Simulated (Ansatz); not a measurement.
Runs of Ansatz 0.2.0 on CdS (Hawleyite). Symmetry: F-43m, No. 216, cubic system. The conventional cell has a = 5.833 Å, b = 5.833 Å, c = 5.833 Å, α = 90.00°, β = 90.00°, γ = 90.00°. Cd (site symmetry -43m) has 4 S at 2.53 Å as nearest neighbours. S (site symmetry -43m) has 4 Cd at 2.53 Å as nearest neighbours. 

```csv
cell,gap on the mesh (eV),pressure (GPa)
relaxed to 30 GPa,1.46,30.0
relaxed,1.01,0.0
relaxed to 5 GPa,1.15,5.0
relaxed to 10 GPa,(b),10.0
relaxed to 20 GPa,(a),20.0
```

Alike in all rows: task relaxation of cell and atoms; level PBEsol; potentials or basis all-electron LAPW, scalar-relativistic; no spin polarisation; k mesh 8 × 8 × 8; smearing fermi-dirac 0.05 eV; basis error allowed 0.001 eV/atom.

Estimate the missing entries.

(a) 1.38; (b) 1.24.

A k mesh can miss the band edges, and the runs leave out spin-orbit coupling on Cd.
